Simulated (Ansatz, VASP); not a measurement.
# Cross-check of GaSb between VASP and Ansatz, part 2 of 2

Wanted: the spread between two codes on one cell, functional and k mesh. The cell is taken from a series of VASP runs on this material, whose earlier steps may have relaxed, scaled or displaced it; both programs get it as it stands.

VASP 6.6.1 and Ansatz 0.2.0.

So far: The starting structure; Ansatz: zone-centre phonons, r2SCAN; VASP: zone-centre phonons, r2SCAN; Differences; Other set-ups.

**6. Ansatz: relaxation of cell and atoms, r2SCAN with rVV10**

Level of this step: Ansatz beside VASP: Kohn-Sham DFT, plane waves, r2SCAN with rVV10 (Ansatz).

The relaxed volume is the usual yardstick between codes: its relative difference is about their pressure difference at one cell divided by the bulk modulus. The cell compared in this pair holds 56.62 Å³, against 57.68 Å³ for the pair before.

The cell is taken from a series of VASP runs on this material, whose earlier steps may have relaxed, scaled or displaced it; both programs get it as it stands.

File input.yaml:

```yaml
crystal:
  lattice:
    - [0.0, 3.0478, 3.0478]
    - [3.0478, 0.0, 3.0478]
    - [3.0478, 3.0478, 0.0]
  atoms:
    - { symbol: Sb, position: [0.25, 0.25, 0.25] }
    - { symbol: Ga, position: [0.0, 0.0, 0.0] }
hamiltonian:
  xc: r2scan
  pseudopotentials: { kind: paw }
  dispersion: rvv10
kpoints:
  mp_grid: { grid: [10, 10, 10] }
scf:
  occupations: { method: gaussian, width: 0.03 }
relax:
  f_tol: 0.01
  max_steps: 60
  cell: { stress_tol: 0.05 }
output:
  forces: true
  stress: true
```

The run is started by

```console
> ansatz run input.yaml --threads 4 --pin off --max-ram 9216MiB --backend cpu --events-out ev --progress --plain --runs-dir out
```

Numbers of over 12 decimals in the logs are rounded to 6 here.

The program printed:

```text
[...]
Crystal: 2 atoms, lattice volume = 56.623 Å³
Basis set: ecut = 500 eV, 1459 PW (Γ), exchange–correlation on 144×144×144 points (64 copies of the dense FFT grid, shifted against one another)
Bands: 18, of which v1, the nominal top of the filled ones, is band 14 counted from 1 (13 counted from 0)
Symmetry: 24 space group operations
[...]
P = ⅓ Tr σ = -0.0001 GPa (-0.001 kbar)
--- Relaxed structure (3 steps of the walk, 3 accepted, 1 SCFs on fresh bases) ---
  F+E_penalty+E_count = -10286.69033141 eV   max|allowed force component| = 2.776e-17 eV/Å   (the final SCF, on the basis selected at the relaxed cell)
  cell:  # Å, volume = 56.8709 Å³
    - [0, 3.052250, 3.052250]
    - [3.052250, 0, 3.052250]
    - [3.052250, 3.052250, 0]
  atoms:
    - { symbol: Sb, position: [0.250000, 0.250000, 0.250000] }
    - { symbol: Ga, position: [0, 0, 0] }
[key lines of the parts left out:]
SCF converged after 5 iterations
Free energy (F): -10286.690331 eV
Fermi energy:    7.848406 eV
```

The job ended after 11 s (4 threads of Arm Neoverse V2, shared host; peak memory 0.64 GiB).

**7. VASP: relaxation of cell and atoms, r2SCAN with rVV10**

The same cell, functional, mesh and smearing now go to VASP, with its own data sets and cutoff.

File INCAR:

```
SYSTEM = GaSb
PREC = Accurate
ENCUT = 450
EDIFF = 1E-07
NELM = 100
ISMEAR = 0
SIGMA = 0.03
LREAL = .FALSE.
ALGO = Normal
METAGGA = R2SCAN
LUSE_VDW = .TRUE.
IVDW_NL = 2
BPARAM = 11.95
CPARAM = 0.0093
LASPH = .TRUE.
NBANDS = 15
LORBIT = 11
LWAVE = .FALSE.
LCHARG = .FALSE.
KPAR = 4
IBRION = 2
NSW = 50
ISIF = 3
EDIFFG = -0.002
```

File POSCAR:

```
GaSb
1.0
    0.0000000000      3.0478000000      3.0478000000
    3.0478000000      0.0000000000      3.0478000000
    3.0478000000      3.0478000000      0.0000000000
Sb Ga
1 1
Direct
    0.2500000000      0.2500000000      0.2500000000
    0.0000000000      0.0000000000      0.0000000000
```

File KPOINTS:

```
Automatic mesh
0
Gamma
10 10 10
0 0 0
```

PAW data sets: Sb and Ga_d (PBE family, release 64).

The run is started by

```console
> mpirun -np 4 vasp_std
```

The program printed:

```text
[banner, memory and clock lines left out]
running    4 mpi-ranks, on    1 nodes
[...]
|                                                                             |
|               ----> ADVICE to this user running VASP <----                  |
|                                                                             |
|     You have switched on vdW-DFT.                                           |
|     This routine was written and supplied by Jiri Klimes. We recommend      |
|     that you carefully read and cite the following publications:            |
|       J. Klimes, D.R. Bowler, A. Michelides                                 |
|          J. Phys.: Cond Matt. 22 022201 (2010)                              |
|       J. Klimes, D.R. Bowler, A. Michelides                                 |
|          Phys. Rev. B. 83, 195131 (2011)                                    |
|     and references therein.                                                 |
|                                                                             |

[...]
DAV:   5    -0.369828311431E+02   -0.18833E-06   -0.31102E-08   782   0.218E-03    0.345E-04
Total rVV10 correction in eV:      0.6191422    23.6219133
Total rVV10 correction in eV:      0.6191422    23.6219133
Total rVV10 correction in eV:      0.6191422    23.6219133
Total rVV10 correction in eV:      0.6191422    23.6219133
DAV:   6    -0.369828315364E+02   -0.39330E-06   -0.16468E-08   733   0.157E-03    0.114E-04
Total rVV10 correction in eV:      0.6191427    23.6219133
Total rVV10 correction in eV:      0.6191427    23.6219133
Total rVV10 correction in eV:      0.6191427    23.6219133
Total rVV10 correction in eV:      0.6191427    23.6219133
DAV:   7    -0.369828315152E+02    0.21188E-07   -0.21554E-09   747   0.515E-04
Total rVV10 correction in eV:      0.6191431    23.6219133
Total rVV10 correction in eV:      0.6191431    23.6219133
Total rVV10 correction in eV:      0.6191431    23.6219133
Total rVV10 correction in eV:      0.6191431    23.6219133
Total rVV10 correction in eV:      0.6191430    23.6219133
Total rVV10 correction in eV:      0.6191430    23.6219133
Total rVV10 correction in eV:      0.6191430    23.6219133
Total rVV10 correction in eV:      0.6191430    23.6219133
   4 F= -.36982832E+02 E0= -.36982832E+02  d E =-.456008E-03
[...]
reached required accuracy - stopping structural energy minimisation
```

From OUTCAR (step 7):

```text
  Total        0.0010778      0.0010778      0.0010778     -0.0000000      0.0000000      0.0000000
  in kB        0.0302834      0.0302834      0.0302834     -0.0000000      0.0000000      0.0000000
  external PRESSURE =       0.0302834 kB  Pullay stress =       0.0000000 kB

 POSITION                                       TOTAL-FORCE (eV/Angst)
 -----------------------------------------------------------------------------------
      1.52746      1.52746      1.52746        -0.000000      0.000000     -0.000000
      0.00000      0.00000      0.00000         0.000000     -0.000000      0.000000
 -----------------------------------------------------------------------------------
    total drift:                               -0.000011     -0.000011     -0.000011

  FREE ENERGIE OF THE ION-ELECTRON SYSTEM (eV)
  ---------------------------------------------------
  free  energy   TOTEN  =       -36.9828315152 eV

  energy  without entropy=      -36.9828315152  energy(sigma->0) =      -36.98283152

 reached required accuracy - stopping structural energy minimisation

[... 1 part as in an earlier step ...]

[... 2 further parts left out ...]
[key lines of the parts left out:]
E-fermi :   4.8719
```

The run keeps the 24 symmetry operations of its start, so it cannot find a distortion of lower symmetry.

**8. Side by side**

What differs besides the data sets and the points named for the pairs above, as far as they apply: both relaxations stop at a tolerance, which leaves soft axes loose, and VASP keeps its plane-wave basis; Ansatz adds a Pulay correction to the stress that steers its cell, VASP none. Total energies have different zeros and are not compared.

Both answers:

| quantity | Ansatz | VASP | difference |
| --- | --- | --- | --- |
| volume (Å³) | 56.87 | 57.02 | -0.26 % |
| edge a after relaxation, in the typed setting (Å) | 4.316 | 4.320 | -0.09 % |

The walks stopped with 0.00 GPa left in Ansatz and 0.00 GPa in VASP; each walk ends within a tolerance, so the volume difference is uncertain by about these residues over the bulk modulus, most in soft cells.

**9. Summary of results**

- r.m.s. difference of the optical zone-centre modes, each program's sorted by frequency (zone-centre phonons, r2SCAN): 3.6 cm⁻¹
- difference in optical mode 1 to 3 (zone-centre phonons, r2SCAN): -1.6 %
- difference in volume (relaxation of cell and atoms, r2SCAN with rVV10): -0.26 %

The difference in volume is -0.26 % (relaxation of cell and atoms, r2SCAN with rVV10), within the 1.2 % picked in this series as the mark of a large difference, as far as the stopping tolerances let one tell. Among the rows given in per cent, the largest difference of the zone-centre phonons, r2SCAN pair is in optical mode 1 to 3, -1.6 %. For zone-centre phonons, r2SCAN, no further run moves any of the tabulated differences by more than a quarter of its size. How closely two codes agree says nothing of how well the functional describes the real material.

[Lines on the potential files, build, host, timing and source positions are cut from VASP's logs without a mark.]

[Logs are printed without paths, hosts, clocks, repeated set-up lines and the standing remarks that a program may print on its own settings, such as how far it seeks lower states.]

[Hosts, paths, dates, database ids (printed as entryN), source tags and the programs' standing remarks are cut or masked in the printed files.]
